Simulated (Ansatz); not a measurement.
Crystal: W.

```
W
1.0
     0.00000    2.03000    2.03000
     2.03000    0.00000    2.03000
     2.03000    2.03000    0.00000
W
1
Direct
  0.00000 0.00000 0.00000
```

This isn't the form of W at room conditions, which is bcc.

Base run:

```yaml
Program: Ansatz 0.2.0
Functional: PBEsol
Potentials_or_basis: all-electron LAPW, scalar-relativistic
Cutoff: 253 eV
Density_cutoff: 1012 eV
Basis_error_allowed: 0.001 eV/atom
k_mesh: 11 × 11 × 11
Occupations: fermi-dirac, width 0.05 eV
Spin: no spin polarisation
```

Its results: pressure -12.6 GPa.

After a change of settings the same cell gave: pressure -17.6 GPa. Which change was it?
A. functional from PBEsol to LDA
B. potentials or basis from all-electron LAPW, scalar-relativistic to all-electron LAPW, inner shells corrected to Dirac's equation
C. occupations from fermi-dirac, width 0.05 eV to gaussian, width 0.02 eV
D. potentials or basis from all-electron LAPW, scalar-relativistic to all-electron PAW datasets made for the crystal

A.

LDA binds more tightly than PBEsol, so the same cell stands under less pressure.

Not every run made on this cell is shown here.
